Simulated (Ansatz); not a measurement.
## Computed properties of Te2Mo

```
Mo Te
1.0
     0.00000    3.32808    3.32808
     3.32808    0.00000    3.32808
     3.32808    3.32808    0.00000
Mo Te
1 2
Direct
  0.00000 0.00000 0.00000
  0.25000 0.25000 0.25000
  0.75000 0.75000 0.75000
```

Atoms are numbered in the order listed.

The conventional cell has a = 6.656 Å, b = 6.656 Å, c = 6.656 Å, α = 90.00°, β = 90.00°, γ = 90.00°. Mo (atom 1) has 8 Te at 2.88 Å as nearest neighbours. Te (atom 2) is surrounded by 4 Mo at 2.88 Å.

The cell was built from the fluorite type and relaxed in the same program, and has space group Fm-3m; it needn't be a known or the stable phase.

Spin–orbit coupling is left out, though it moves levels of the heavy atoms by tenths of an eV or more.

Levels of theory: DFT, PBE, all-electron LAPW, scalar-relativistic (Ansatz 0.2.0); DFT, PBE, PAW with Ansatz's default frozen-core files, scalar-relativistic (Ansatz 0.2.0).

For LAPW: a Γ-centred 11×11×11 k mesh, Fermi–Dirac smearing of 0.05 eV, basis error target 0.5 meV/atom, no spin polarisation. PAW takes a cutoff of 420 eV at this cell. The Ansatz runs share mesh, smearing and spin set-up. Values come from LAPW unless marked.

- Band gap: none: bands cross the Fermi level, a metal
- Density of states at the Fermi level (0.2 eV bin): 4.69 states/eV per cell
- Löwdin charges (with 0.23 e of the cell spilling out of the atomic basis, so their sizes and signs hang on that basis): Mo1 -0.18, Te2 0.21 e
- Bader charges (from the PAW run): Mo1 +0.52, Te2 -0.26 e
- Volume per atom: 24.57 Å³
- Pressure at this cell: -0.01 GPa
